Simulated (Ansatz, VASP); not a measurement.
ZnO in VASP and in Ansatz

INCAR

```
SYSTEM = ZnO
ALGO = Normal ; EDIFF = 1E-7
EDIFFG = -0.01 ; ENCUT = 600
GGA = PE ; IBRION = 2
ISIF = 3 ; ISMEAR = 0
LASPH = .True. ; LCHARG = .False.
LREAL = .False. ; LWAVE = .False.
NELM = 80 ; NSW = 100
PREC = Accurate ; SIGMA = 0.02
```

The input KPOINTS:

```
k-points
0
Gamma
  12 12 12
  0 0 0
```

The input POSCAR:

```
ZnO
1.0
    0.0000000000      2.1649350191      2.1649350191
    2.1649350191      0.0000000000      2.1649350191
    2.1649350191      2.1649350191      0.0000000000
Zn O
1 1
Direct
    0.0000000000      0.0000000000      0.0000000000
    0.5000000000      0.5000000000      0.5000000000
```

Input for Ansatz:

```yaml
crystal:
  lattice:
    - [0.0, 2.1649350191, 2.1649350191]
    - [2.1649350191, 0.0, 2.1649350191]
    - [2.1649350191, 2.1649350191, 0.0]
  atoms:
    - { symbol: Zn, position: [0.0, 0.0, 0.0] }
    - { symbol: O, position: [0.5, 0.5, 0.5] }
basis:
  ecutwfc: 420
kpoints:
  mp_grid: { grid: [12, 12, 12] }
hamiltonian:
  xc: pbe
scf:
  occupations: { method: gaussian, width: 0.02 }
output:
  forces: true
  stress: true
  eigenvalues: true
relax:
  adjacent_minimum: "off"
  f_tol: 0.01
  max_steps: 80
  cell: { stress_tol: 0.05 }
```

Alike in both runs: task relaxation of cell and atoms; functional PBE; k mesh 12 × 12 × 12; occupations gaussian, width 0.02 eV; no spin polarisation.

|  | VASP | Ansatz |
| --- | --- | --- |
| version | VASP 6.6.1 | Ansatz 0.2.0 |
| potentials or method | VASP PAW PBE potentials, release 64 (Zn, O) | scalar-relativistic, plane waves, PAW |
| plane-wave cutoff (eV) | 600 | 420 |
| valence electrons in the cell | 18 | 18 |

```tsv
	VASP	Ansatz	Ansatz less VASP
gap on the k mesh at the Fermi level, each at its own relaxed structure (eV)	0.70	0.75	+0.047
relaxed volume (Å³/atom)	10.19	10.15	-0.044
relaxed cell length with the largest relative difference (Å)	3.066	3.062	-0.0044
```

A k mesh can miss the band edges.
